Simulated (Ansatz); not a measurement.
The system is Re.

```
Re
1.0
     0.00000    1.97500    1.97500
     1.97500    0.00000    1.97500
     1.97500    1.97500    0.00000
Re
1
Cartesian
  0.0000 0.0000 0.0000
```

This isn't the form of Re at room conditions, which is hcp.

| Quantity | Value |
| --- | --- |
| Program | Ansatz 0.2.0 |
| Task | relaxation of cell and atoms |
| Functional | PBEsol |
| Dispersion | D4 |
| Potentials or basis | Ansatz PAW |
| Cutoff | 420 eV |
| Density cutoff | 1680 eV |
| k mesh | 8 × 8 × 8 |
| Occupations | fermi-dirac, width 0.025 eV |
| Spin | spin-orbit coupling, no magnetisation |
| Hubbard terms | Re d U = 3 eV |

At the start: pressure -19.5 GPa; volume 15.41 Å³/atom.

**Question.** How do energy, volume and symmetry change on relaxing?

**Answer.** Over 21 steps the energy falls by 55.4 meV/atom and the volume is 14.54 Å³/atom (-5.6 %); space group Fm-3m (No. 225, to 0.05 Å).

The path:
| step | energy change (eV) | largest force (eV/Å) | pressure (GPa) | volume (Å³) |
| --- | --- | --- | --- | --- |
| 1 | 0.0000 | 0.0000 | -19.47 | 15.41 |
| 2 | -0.0554 | 0.0000 | -0.58 | 14.57 |
| 3 | 0.0009 | 0.0000 | 23.61 | 13.75 |
| 4 | -0.0256 | 0.0000 | 16.80 | 13.96 |
| 5 | -0.0515 | 0.0000 | 5.85 | 14.33 |
| 6 | -0.0514 | 0.0000 | -5.66 | 14.77 |
| 7 | -0.0519 | 0.0000 | -5.31 | 14.75 |
| 8 | -0.0528 | 0.0000 | -4.62 | 14.72 |
| 9 | -0.0538 | 0.0000 | -3.63 | 14.68 |
| 10 | -0.0547 | 0.0000 | -2.40 | 14.64 |
| 11 | -0.0553 | 0.0000 | -1.00 | 14.58 |
| 12 | -0.0554 | 0.0000 | 0.49 | 14.53 |
| 13 | -0.0554 | 0.0000 | 0.48 | 14.53 |
| 14 | -0.0554 | 0.0000 | 0.47 | 14.53 |
| 15 | -0.0554 | 0.0000 | 0.44 | 14.53 |
| 16 | -0.0554 | 0.0000 | 0.41 | 14.53 |
| 17 | -0.0554 | 0.0000 | 0.37 | 14.53 |
| 18 | -0.0554 | 0.0000 | 0.33 | 14.53 |
| 19 | -0.0554 | 0.0000 | 0.28 | 14.53 |
| 20 | -0.0554 | 0.0000 | 0.22 | 14.54 |
| 21 | -0.0554 | 0.0000 | 0.15 | 14.54 |

Final structure:
```yaml
crystal:
  lattice:
    - [0.00000, 1.93713, 1.93713]
    - [1.93713, 0.00000, 1.93713]
    - [1.93713, 1.93713, 0.00000]
  atoms:
    - { symbol: Re, position: [0.00000, 0.00000, 0.00000] }
```

Caveat: the U is typed as a test and isn't derived for this compound; the thresholds are loose for stress.
